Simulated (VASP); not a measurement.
# TePb (Fm-3m) in VASP: settings compared

The runs below take TePb through relaxation of cell and atoms, single point, with HSE06, r2SCAN0.

Program: VASP 6.6.1. These are calculated values, not measurements. Logs are shortened: lines on timing, memory, paths and dates and some standing lists are left out, and cuts for length are marked.

**Experimental background.**

A printed reference work, monograph reports, for a bulk crystal of TePb at 4.2 K: band gap 0.19 eV (direct).

The runs below are set against these values where they give the same quantity.

**1. The cell of the first run**

The structure is cubic, space group Fm-3m (No. 225). Conventional cell: a = 6.536 Å, b = 6.536 Å, c = 6.536 Å, α = 90.00°, β = 90.00°, γ = 90.00°. Te (site symmetry m-3m) has 6 Pb at 3.27 Å within 4.3 Å. Within 4.3 Å of Pb (site symmetry m-3m) lie 6 Te at 3.27 Å.

**2. Relaxation of cell and atoms, HSE06**

Input file POSCAR:

```
TePb
1.0
    0.0000000000      3.2678555452      3.2678555452
    3.2678555452      0.0000000000      3.2678555452
    3.2678555452      3.2678555452      0.0000000000
Te Pb
1 1
Direct
    0.5000000000      0.5000000000      0.5000000000
    0.0000000000      0.0000000000      0.0000000000
```

Input file INCAR.step1:

```
PREC = Accurate
ENCUT = 600
EDIFF = 1E-5
ISMEAR = -1
SIGMA = 0.02
LREAL = False
LASPH = True
NELM = 60
ALGO = Normal
LWAVE = True
LCHARG = False
GGA = PE
NBANDS = 17
```

Input file INCAR.step2:

```
PREC = Accurate
ENCUT = 600
EDIFF = 1E-7
ISMEAR = -1
SIGMA = 0.02
LREAL = False
LASPH = True
NELM = 60
ALGO = Normal
ISIF = 3
LWAVE = False
LCHARG = False
GGA = PE
LHFCALC = True
HFSCREEN = 0.2079
PRECFOCK = Normal
IBRION = 2
NSW = 80
EDIFFG = -0.005
ISTART = 1
```

Input file KPOINTS:

```
Automatic mesh
0
Gamma
  4 4 4
```

Potentials or basis: VASP PAW PBE potentials, release 64 (Te, Pb_d).

The run is started by

```
$ cat potpaw_PBE.64/Te/POTCAR potpaw_PBE.64/Pb_d/POTCAR > POTCAR
$ cp INCAR.step1 INCAR
$ mpirun -np 1 vasp_std > vasp.out
$ cp INCAR.step2 INCAR
$ mpirun -np 1 vasp_std > vasp.out
```

OUTCAR:

```text
PREC = Accurate
   ENCUT = 600
   EDIFF = 1E-7
   ISMEAR = -1
   LREAL = False
   LASPH = True
   NELM = 60
   ISIF = 3
   GGA = PE
   LHFCALC = True
   HFSCREEN = 0.2079
   PRECFOCK = Normal
   IBRION = 2
   NSW = 80
   EDIFFG = -0.005
   ISTART = 1

 ion  position               nearest neighbor table
   1  0.500  0.500  0.500-   2 3.27   2 3.27   2 3.27   2 3.27   2 3.27   2 3.27
   2  0.000  0.000  0.000-   1 3.27   1 3.27   1 3.27   1 3.27   1 3.27   1 3.27

  LATTYP: Found a face centered cubic cell.
 ALAT       =     6.5357110904

  Lattice vectors:

 A1 = (   0.0000000000,   3.2678555452,   3.2678555452)
 A2 = (   3.2678555452,   0.0000000000,   3.2678555452)
 A3 = (   3.2678555452,   3.2678555452,   0.0000000000)

Analysis of symmetry for initial positions (statically):
=====================================================================
 Subroutine PRICEL returns:
 Original cell was already a primitive cell.

 Routine SETGRP: Setting up the symmetry group for a
 face centered cubic supercell.

 Subroutine GETGRP returns: Found 48 space group operations
 (whereof 48 operations were pure point group operations)
 out of a pool of 48 trial point group operations.

The static configuration has the point symmetry O_h .

Analysis of symmetry for dynamics (positions and initial velocities):
=====================================================================
 Subroutine PRICEL returns:
 Original cell was already a primitive cell.

 Routine SETGRP: Setting up the symmetry group for a
 face centered cubic supercell.

 Subroutine GETGRP returns: Found 48 space group operations
 (whereof 48 operations were pure point group operations)
 out of a pool of 48 trial point group operations.

The dynamic configuration has the point symmetry O_h .

 Subroutine INISYM returns: Found 48 space group operations
 (whereof 48 operations are pure point group operations),
 and found     1 'primitive' translations

----------------------------------------------------------------------------------------

                                     Primitive cell

  volume of cell :      69.7941

  direct lattice vectors                    reciprocal lattice vectors
     0.000000000  3.267855545  3.267855545    -0.153005539  0.153005539  0.153005539
     3.267855545  0.000000000  3.267855545     0.153005539 -0.153005539  0.153005539
     3.267855545  3.267855545  0.000000000     0.153005539  0.153005539 -0.153005539

[... 68 lines left out ...]
   EDIFFG = -.5E-02   stopping-criterion for IOM
   NSW    =     80    number of steps for IOM
   IBRION =      2    ionic relax: 0-MD 1-quasi-New 2-CG
   NFREE  =      1    steps in history (QN), initial steepest desc. (CG)
   ISIF   =      3    stress and relaxation
   ISYM   =      3    0-nonsym 1-usesym 2-fastsym
   POTIM  = 0.5000    time-step for ionic-motion
   TEBEG  =    0.0;   TEEND  =   0.0 temperature during run
   PSTRESS=    0.0 pullay stress
   NELECT =      20.0000    total number of electrons
   NUPDOWN=      -1.0000    fix difference up-down
   EMIN   =  10.00;   EMAX   =-10.00  energy-range for DOS
   EFERMI =   0.00;   METHOD = LEGACY
   ISMEAR =    -1;   SIGMA  =   0.02  broadening in eV -4-tet -1-fermi 0-gaus
   EFERMI_NEDOS =   21; number of points for ismear=-14 and -15
   IALGO  =     38    algorithm
   IMIX   =      1    mixing-type and parameters
     AMIX     =   0.40;   BMIX     =  1.00
     AMIX_MAG =   1.60;   BMIX_MAG =  1.00
  volume/ion in A,a.u.               =      34.90       235.50
  Fermi-wavevector in a.u.,A,eV,Ry     =   1.079308  2.039596 15.849499  1.164905
  Thomas-Fermi vector in A             =   2.215269
   LORBIT       =      0    0 simple, 1 ext, 2 COOP (PROOUT), +10 PAW based schemes
   GGA     = PE    functional components
   LHFCALC =     T    Hartree Fock is set to
   PRECFOCK=normal    Normal, Fast or Accurate (Low or Medium for compatibility)
   ENCUT4O =  -1.0   cutoff for four orbital integrals eV
   NKREDX  =     1    reduce k-point grid by
   NKREDY  =     1    reduce k-point grid by
   NKREDZ  =     1    reduce k-point grid by
   AEXX    =    0.2500 exact exchange contribution
   HFSCREEN=    0.2079 screening length (either q_TF or 0.3 A-1)
   HFSCREENC=   0.2079 screening length for correlation (either q_TF or 0.3 A-1)
   ENCUTFOCK=  -1.0 apply spherical cutoff to Coloumb kernel
   IVDW    =     0    specifies the selected vdW correction
   LEPSILON=     F    determine dielectric tensor
   LRPA    =     F    only Hartree local field effects (RPA)
 conjugate gradient relaxation of ions
 non-spin polarized calculation
  energy-cutoff  :      600.00
  volume of cell :       69.79
 maximum number of plane-waves:      2346
 NGX is ok and might be reduce to    40
  NGX = 28; NGY = 28; NGZ = 28

--------------------------------------- Ionic step        1  -------------------------------------------

 number of electron      20.0000001 magnetization

 Free energy of the ion-electron system (eV)
  ---------------------------------------------------
  ext. energy  EPLUGINS =         0.00000000
  ---------------------------------------------------
  free energy    TOTEN  =        -8.96820003 eV

  energy without entropy =       -8.96820003  energy(sigma->0) =       -8.96820003

------------------------ aborting loop because EDIFF is reached ----------------------------------------

  FORCE on cell =-STRESS in cart. coord.  units (eV):
  Direction    XX          YY          ZZ          XY          YZ          ZX
  --------------------------------------------------------------------------------------
  -------------------------------------------------------------------------------------
  Total       -0.2051357     -0.2051357     -0.2051357     -0.0000000      0.0000000     -0.0000000
  in kB       -4.7090491     -4.7090491     -4.7090491     -0.0000000      0.0000000     -0.0000000
  external PRESSURE =      -4.7090491 kB  Pullay stress =       0.0000000 kB
[... 59 lines left out ...]
--------------------------------------- Ionic step        3  -------------------------------------------

 number of electron      20.0000000 magnetization

 Free energy of the ion-electron system (eV)
  ---------------------------------------------------
  ext. energy  EPLUGINS =         0.00000000
  ---------------------------------------------------
  free energy    TOTEN  =        -8.96937731 eV

  energy without entropy =       -8.96937731  energy(sigma->0) =       -8.96937731

 E-fermi :   5.5079     XC(G=0):  -7.6822

 val. band max:        5.0505574365   @ k =   0.5000   0.0000   0.0000
 cond. band min:       6.1885577775   @ k =   0.5000   0.0000   0.0000
 fundamental gap:      1.1380003409
 Fermi energy:         5.5079342304

 k-point     1 :       0.0000    0.0000    0.0000
  band No.  band energies     occupation
      1     -13.4661      2.00000
      2     -13.4661      2.00000
      3     -13.4506      2.00000
      4     -13.4506      2.00000
      5     -13.4506      2.00000
      6      -8.0175      2.00000
      7      -0.9303      2.00000
      8       3.5676      2.00000
      9       3.5676      2.00000
     10       3.5676      2.00000
     11       9.7896      0.00000
     12       9.7896      0.00000
     13       9.7896      0.00000
     14      11.4786      0.00000
[... 146 lines left out ...]
  FREE ENERGIE OF THE ION-ELECTRON SYSTEM (eV)
  ---------------------------------------------------
  free  energy   TOTEN  =        -8.9693773119 eV

  energy  without entropy=       -8.9693773119  energy(sigma->0) =       -8.96937731

 reached required accuracy - stopping structural energy minimisation
```

OSZICAR.step1:

```text
N       E                     dE             d eps       ncg     rms          rms(c)
DAV:   1     0.154519169782E+03    0.15452E+03   -0.99556E+03   272   0.128E+03
DAV:   2     0.314506602133E+01   -0.15137E+03   -0.14583E+03   290   0.299E+02
DAV:   3    -0.733339417079E+01   -0.10478E+02   -0.10419E+02   362   0.873E+01
DAV:   4    -0.763713833611E+01   -0.30374E+00   -0.30358E+00   343   0.155E+01
DAV:   5    -0.765208766003E+01   -0.14949E-01   -0.14949E-01   382   0.326E+00    0.315E+00
DAV:   6    -0.751556605398E+01    0.13652E+00   -0.30986E-01   380   0.375E+00    0.191E+00
DAV:   7    -0.751157747636E+01    0.39886E-02   -0.88268E-02   339   0.139E+00    0.910E-01
DAV:   8    -0.751372670471E+01   -0.21492E-02   -0.10746E-02   338   0.105E+00    0.173E-01
DAV:   9    -0.751350303015E+01    0.22367E-03   -0.16218E-03   430   0.421E-01    0.770E-02
DAV:  10    -0.751354868807E+01   -0.45658E-04   -0.17467E-04   307   0.947E-02    0.196E-02
DAV:  11    -0.751355340814E+01   -0.47201E-05   -0.55365E-05   359   0.617E-02
   1 F= -.75135534E+01 E0= -.75135534E+01  d E =-.198806E-09
```

It took 36 min on 1 thread of Intel Xeon Platinum 8488C (Sapphire Rapids), shared host; peak memory 0.37 GiB.

What came out:

| Quantity | Value |
| --- | --- |
| Free energy | -8.9694 eV |
| Relaxed volume | 34.50 Å³/atom |
| Relaxed cell | a = 4.604 Å, b = 4.604 Å, c = 4.604 Å, α = 60.00°, β = 60.00°, γ = 60.00° |
| Space group after relaxing (to 0.1 Å) | Fm-3m (No. 225) |
| Energy gained by relaxing | 0.6 meV/atom |
| Ionic steps | 3 |
| Pressure after relaxing | 0.0 GPa |
| Band gap on the k mesh | 1.14 eV |

The path:
```tsv
step	energy change (eV)	largest force (eV/Å)	pressure (GPa)	volume (Å³)
1	0.0000	0.0000	-0.47	69.79
2	-0.0011	0.0000	0.14	68.76
3	-0.0012	0.0000	0.01	69.00
```

Final structure:
```yaml
crystal:
  lattice:
    - [0.00000, 3.25540, 3.25540]
    - [3.25540, 0.00000, 3.25540]
    - [3.25540, 3.25540, 0.00000]
  atoms:
    - { symbol: Te, position: [0.50000, 0.50000, 0.50000] }
    - { symbol: Pb, position: [0.00000, 0.00000, 0.00000] }
```

Caveat: the PAW data sets were made with another functional, which shifts forces and pressure a little; spin-orbit coupling is left out, which moves the levels of the heavy elements. A k mesh can miss the band edges.

**3. Single point, r2SCAN0**

POSCAR is that of step 2.

Input file INCAR.step1:

```
PREC = Accurate ; ENCUT = 520
EDIFF = 1E-5 ; ISMEAR = 0
SIGMA = 0.01 ; LREAL = F
LASPH = T ; NELM = 60
ALGO = Normal ; ISIF = 2
LWAVE = T ; LCHARG = F
GGA = PE ; NBANDS = 17
```

Input file INCAR.step2:

```
PREC = Accurate ; ENCUT = 520
EDIFF = 1E-6 ; ISMEAR = 0
SIGMA = 0.01 ; LREAL = F
LASPH = T ; NELM = 60
ALGO = Normal ; ISIF = 2
LWAVE = F ; LCHARG = F
METAGGA = R2SCAN ; LHFCALC = T
AEXX = 0.25 ; LMIXTAU = T
PRECFOCK = Normal ; ISTART = 1
NBANDS = 17
```

Input file KPOINTS:

```
regular mesh
0
Gamma
  6 6 6
```

Potentials or basis: VASP PAW PBE potentials, release 64 (Te, Pb_d).

The run is started by

```
$ cat potpaw_PBE.64/Te/POTCAR potpaw_PBE.64/Pb_d/POTCAR > POTCAR
$ cp INCAR.step1 INCAR
$ mpirun -np 1 vasp_std > vasp.out
$ cp INCAR.step2 INCAR
$ mpirun -np 1 vasp_std > vasp.out
```

OUTCAR:

```text
PREC = Accurate
   ENCUT = 520
   EDIFF = 1E-6
   ISMEAR = 0
   LREAL = F
   LASPH = T
   NELM = 60
   ISIF = 2
   METAGGA = R2SCAN
   LHFCALC = T
   AEXX = 0.25
   PRECFOCK = Normal
   ISTART = 1

 ion  position               nearest neighbor table
   1  0.500  0.500  0.500-   2 3.27   2 3.27   2 3.27   2 3.27   2 3.27   2 3.27
   2  0.000  0.000  0.000-   1 3.27   1 3.27   1 3.27   1 3.27   1 3.27   1 3.27

  LATTYP: Found a face centered cubic cell.
 ALAT       =     6.5357110904

  Lattice vectors:

 A1 = (   0.0000000000,   3.2678555452,   3.2678555452)
 A2 = (   3.2678555452,   0.0000000000,   3.2678555452)
 A3 = (   3.2678555452,   3.2678555452,   0.0000000000)

Analysis of symmetry for initial positions (statically):
=====================================================================
 Subroutine PRICEL returns:
 Original cell was already a primitive cell.

 Routine SETGRP: Setting up the symmetry group for a
[... 162 lines left out ...]
  ext. energy  EPLUGINS =         0.00000000
  ---------------------------------------------------
  free energy    TOTEN  =       -66.81702783 eV

  energy without entropy =      -66.81702783  energy(sigma->0) =      -66.81702783

 E-fermi :   4.5704     XC(G=0):  -7.5636

 val. band max:        4.5272547798   @ k =   0.5000   0.0000   0.0000
 cond. band min:       6.4809047023   @ k =   0.5000   0.0000   0.0000
 fundamental gap:      1.9536499225
 Fermi energy:         4.5704229890

 k-point     1 :       0.0000    0.0000    0.0000
  band No.  band energies     occupation
      1     -14.5236      2.00000
      2     -14.5236      2.00000
      3     -14.5058      2.00000
      4     -14.5058      2.00000
      5     -14.5058      2.00000
      6      -8.8849      2.00000
[... 297 lines left out ...]
      4     -14.4916      2.00000
      5     -14.4835      2.00000
      6      -6.9389      2.00000
[... 9 lines left out ...]
     16      17.0294      0.00000
     17      17.9407      0.00000

------------------------ aborting loop because EDIFF is reached ----------------------------------------

  FORCE on cell =-STRESS in cart. coord.  units (eV):
  Direction    XX          YY          ZZ          XY          YZ          ZX
  --------------------------------------------------------------------------------------
  -------------------------------------------------------------------------------------
  Total       -0.3330898     -0.3330898     -0.3330898     -0.0000000      0.0000000     -0.0000000
  in kB       -7.6463361     -7.6463361     -7.6463361     -0.0000000      0.0000000     -0.0000000
  external PRESSURE =      -7.6463361 kB  Pullay stress =       0.0000000 kB

 VOLUME and BASIS-vectors are now :
 -----------------------------------------------------------------------------
  energy-cutoff  :      520.00
  volume of cell :       69.79
      direct lattice vectors                 reciprocal lattice vectors
     0.000000000  3.267855545  3.267855545    -0.153005539  0.153005539  0.153005539
     3.267855545  0.000000000  3.267855545     0.153005539 -0.153005539  0.153005539
     3.267855545  3.267855545  0.000000000     0.153005539  0.153005539 -0.153005539

 POSITION                                       TOTAL-FORCE (eV/Angst)
 -----------------------------------------------------------------------------------
      3.26786      3.26786      3.26786         0.000000      0.000000      0.000000
      0.00000      0.00000      0.00000        -0.000000     -0.000000     -0.000000
 -----------------------------------------------------------------------------------
    total drift:                               -0.000002     -0.000002     -0.000002

  FREE ENERGIE OF THE ION-ELECTRON SYSTEM (eV)
  ---------------------------------------------------
  free  energy   TOTEN  =       -66.8170278305 eV

  energy  without entropy=      -66.8170278305  energy(sigma->0) =      -66.81702783
```

OUTCAR.step1:

```text
PREC = Accurate
   ENCUT = 520
   EDIFF = 1E-5
   ISMEAR = 0
   LREAL = F
   LASPH = T
[... 530 lines left out ...]
 -----------------------------------------------------------------------------------
      3.26786      3.26786      3.26786        -0.000000     -0.000000      0.000000
      0.00000      0.00000      0.00000         0.000000      0.000000      0.000000
 -----------------------------------------------------------------------------------
    total drift:                               -0.000000      0.000000      0.000000

  FREE ENERGIE OF THE ION-ELECTRON SYSTEM (eV)
  ---------------------------------------------------
  free  energy   TOTEN  =        -7.5218472255 eV

  energy  without entropy=       -7.5218472255  energy(sigma->0) =       -7.52184723
```

Wall time 1.8 h (1 thread of Oxide Virtual Turin-like, shared host); peak memory 0.23 GiB.

What came out:

```yaml
Free_energy: -66.8170 eV
Pressure: -0.8 GPa
Band_gap_on_the_k_mesh: 1.95 eV
```

Caveat: the PAW data sets were made with another functional, which shifts forces and pressure a little; spin-orbit coupling is left out, which moves the levels of the heavy elements.

**4. Against experiment**

Step 3. Against the measured gap of TePb, 0.19 eV (direct; 4.2 K; a printed reference work, monograph), the calculated 1.95 eV is off by +1.76 eV. So large a miss can be the level of theory's own, or it may mean another phase, state or a wrong row. Spin-orbit coupling on Pb, Te is left out. The value is that of r2SCAN0 on a finite k mesh, which can miss the band edges, without temperature or zero-point motion.
